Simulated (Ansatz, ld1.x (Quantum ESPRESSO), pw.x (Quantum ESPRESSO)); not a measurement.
**Cd (Z = 48) (bcc): variants of one TM potential in the solid**

- Element: Cd
- Generator: ld1.x (Quantum ESPRESSO) 7.5
- Type: norm-conserving Troullier–Martins (Kleinman–Bylander form)
- Functional: PBE
- Relativity: scalar-relativistic
- Frozen core: [Kr]
- Valence charge: 12
- Reference configuration: 4d10 5s2 5p0
- Partial waves: 5p (bound, empty): rc 2.80 bohr; 4d (bound): rc 1.60 bohr; 5s (bound): rc 1.95 bohr
- Local potential: the s channel
- Core correction: none

Crystal test: bcc Cd in pw.x 7.5, no spin, 13³ k-points, Fermi–Dirac smearing 0.01 Ry, cutoffs set for each file from its atomic test. The reference is all-electron LAPW (Ansatz 0.2.0) with the same functional, mesh and smearing; V0 and B0 come from Birch–Murnaghan fits to the pressures at five volumes. Errors are pseudo minus all-electron; Δ is the rms difference of the E(V) curves that follow from these fits, minima aligned, over ±6 % about the mean V0. Mesh and smearing are coarse, so the numbers serve the comparison and aren't converged zero-temperature values; the lattice is a test structure that the element need not adopt.

All-electron: a0 = 3.603 Å (V0 = 23.38 Å³/atom), B0 = 37.4 GPa.

Base: This is a poor potential for the solid.

1 further variants are left out: they gave no file fit for a test, a broken result, the same result as the base, or pressures whose basis-set error rivals the error shown.

A dash in a converged row means that the minimum lies outside the volumes sampled.

```tsv
change	cutoffs (Ry)	pw.x	a0 (Å)	a0 error (%)	B0 error (%)	Δ (meV/atom)	mean pressure error (GPa)
base	135/540	converged	3.630	+0.76	-3.5	4.3	+0.87
wave 4d (bound): rc 1.60 bohr becomes 4d (bound): rc 2.04 bohr	120/480	converged	3.632	+0.80	-4.1	4.6	+0.92
core [Kr] 4d10, valence charge 2; reference 5s1 5p0; waves now 5s (bound): rc 1.90 bohr; 5p (bound): rc 2.85 bohr; local potential the p channel; core correction Bessel-smoothed model core inside 1.75 bohr	50/200	converged	–	–	–	–	-10.37
all radii scaled by about 1.05 (s 2.04, p 2.92, d 1.68 bohr)	135/540	converged	3.631	+0.79	-3.8	4.5	+0.91
```

**Question.** Give the row for: wave 5s (bound): rc 1.95 bohr becomes 5s (bound): rc 2.50 bohr.

**Answer.** pw.x: converged; mean pressure error (GPa): +0.78; a0 (Å): 3.627; a0 error (%): +0.68; B0 error (%): -3.1; Δ (meV/atom): 3.9.
